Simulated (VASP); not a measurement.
Write the native input for VASP 6.6.1 that does the following.

| Quantity | Value |
| --- | --- |
| Task | single point |
| Functional | PBE |
| Potentials or basis | VASP PAW PBE potentials, release 64 (Mg, O) |
| Cutoff | 520 eV |
| k mesh | 10 × 10 × 10 |
| Occupations | fermi-dirac, width 0.05 eV |
| Spin | no spin polarisation |
| Dipole correction | no |
| Further INCAR settings | ALGO = Normal; EDIFF = 1e-06; NBANDS = 11 |

The structure of MgO lies in POSCAR:

```
MgO
1.0
    0.0000000000      2.3214330279      2.3214330279
    2.3214330279      0.0000000000      2.3214330279
    2.3214330279      2.3214330279      0.0000000000
Mg O
1 1
Direct
    0.5000000000      0.5000000000      0.5000000000
    0.7500000000      0.7500000000      0.7500000000
```

The cell was built by a generator and needn't be a form met in nature.

One way to write it, as run:

INCAR

```
PREC = Accurate
ENCUT = 520
EDIFF = 1E-6
ISMEAR = -1
SIGMA = 0.05
LREAL = F
LASPH = T
NELM = 100
ALGO = Normal
ISIF = 2
LWAVE = F
LCHARG = F
GGA = PE
NBANDS = 11
```

KPOINTS

```
regular mesh
0
Gamma
  10 10 10
```

Potentials or basis: VASP PAW PBE potentials, release 64 (Mg, O).

Launch:

```console
$ cat potpaw_PBE.64/Mg/POTCAR potpaw_PBE.64/O/POTCAR > POTCAR
$ mpirun -np 1 vasp_std > vasp.out
```

Results of the run:

```
Pressure               : -2.6 GPa
Band gap on the k mesh : 3.36 eV, direct
```

It took 3.8 s on 1 thread of Intel(R) Xeon(R) 6975P-C (Granite Rapids) (shared host), peak memory 0.14 GiB.
